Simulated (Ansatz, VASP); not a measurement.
# Pd: VASP beside Ansatz

File INCAR:

```
ALGO = Normal
EDIFF = 1E-6
ENCUT = 520
GGA = PE
ISIF = 2
ISMEAR = 0
LASPH = True
LCHARG = True
LELF = True
LREAL = False
LVHAR = True
LWAVE = False
NBANDS = 28
NELM = 100
PREC = Accurate
SIGMA = 0.1
```

File KPOINTS:

```
k-points
0
Gamma
  9 9 2
```

Contents of POSCAR:

```
Pd
1.0
    2.7625616691      0.0000000000      0.0000000000
   -1.3812808346      2.3924485850      0.0000000000
    0.0000000000      0.0000000000      9.1183940900
Pd
4
Direct
    0.0000000000      0.0000000000      0.0000000000
    0.3333333300      0.6666666700      0.2500000000
    0.0000000000      0.0000000000      0.5000000000
    0.6666666700      0.3333333300      0.7500000000
```

Input for Ansatz:

```yaml
crystal:
  lattice:
    - [2.7625616691, 0.0, 0.0]
    - [-1.3812808346, 2.392448585, 0.0]
    - [0.0, 0.0, 9.11839409]
  atoms:
    - { symbol: Pd, position: [0.0, 0.0, 0.0] }
    - { symbol: Pd, position: [0.33333333, 0.66666667, 0.25] }
    - { symbol: Pd, position: [0.0, 0.0, 0.5] }
    - { symbol: Pd, position: [0.66666667, 0.33333333, 0.75] }
basis:
  ecutwfc: 420
kpoints:
  mp_grid: { grid: [9, 9, 2] }
hamiltonian:
  xc: pbe
scf:
  occupations: { method: gaussian, width: 0.1 }
  lower_state_search: "off"
output:
  forces: true
  stress: true
  eigenvalues: true
```

Alike in both runs: task single point; functional PBE; k mesh 9 × 9 × 2; occupations gaussian, width 0.1 eV; no spin polarisation.

```csv
,VASP,Ansatz
version,VASP 6.6.1,Ansatz 0.2.0
potentials or method,"VASP PAW PBE potentials, release 64 (Pd)","scalar-relativistic, plane waves, PAW"
plane-wave cutoff (eV),520,420
valence electrons in the cell,40,72
```

Ansatz gave:

```
gap on the k mesh at the Fermi level (eV)       : none
pressure (GPa)                                  : 3.3
largest component of the traceless stress (GPa) : 0.46
```

Question: What did VASP give for the same quantities?

Answer: gap on the k mesh at the Fermi level (eV): none; pressure (GPa): 3.0; largest component of the traceless stress (GPa): 0.46.

A gap of «none» marks a metal or a gap that the smearing closes. The two sets of potentials don't hold the same shells in valence.
